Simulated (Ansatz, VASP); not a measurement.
Hf: VASP beside Ansatz

```
Hf
1.0
     3.19670    0.00000    0.00000
    -1.59835    2.76842    0.00000
     0.00000    0.00000    5.05780
Hf
2
Direct
  0.66667 0.33333 0.75000
  0.33333 0.66667 0.25000
```

Alike in both runs: task single point; functional PBE; k mesh 6 × 6 × 3; occupations fermi-dirac, width 0.06 eV; no spin polarisation.

|  | VASP | Ansatz |
| --- | --- | --- |
| version | VASP 6.6.1 | Ansatz 0.2.0 |
| potentials or method | VASP PAW PBE potentials, release 64 (Hf_pv), cutoff 520 eV | all-electron LAPW, scalar-relativistic |

|  | VASP | Ansatz | Ansatz less VASP |
| --- | --- | --- | --- |
| gap on the k mesh at the Fermi level (eV) | none | none | - |
| pressure (GPa) | 0.9 | 1.4 | +0.44 |
| largest component of the traceless stress (GPa) | 0.22 | 0.28 | +0.059 |

A gap of «none» marks a metal or a gap that the smearing closes. Ansatz ran all-electron here, so the differences hold the error of VASP's frozen core and of both bases.

Caveats: the k mesh is coarse (spacing up to 0.41 Å⁻¹), so the values aren't converged; the k mesh is thin for a metal, which can move the energy by tens of meV per atom (Ansatz). The runs have no spin-orbit coupling, so splittings on Hf are missing.
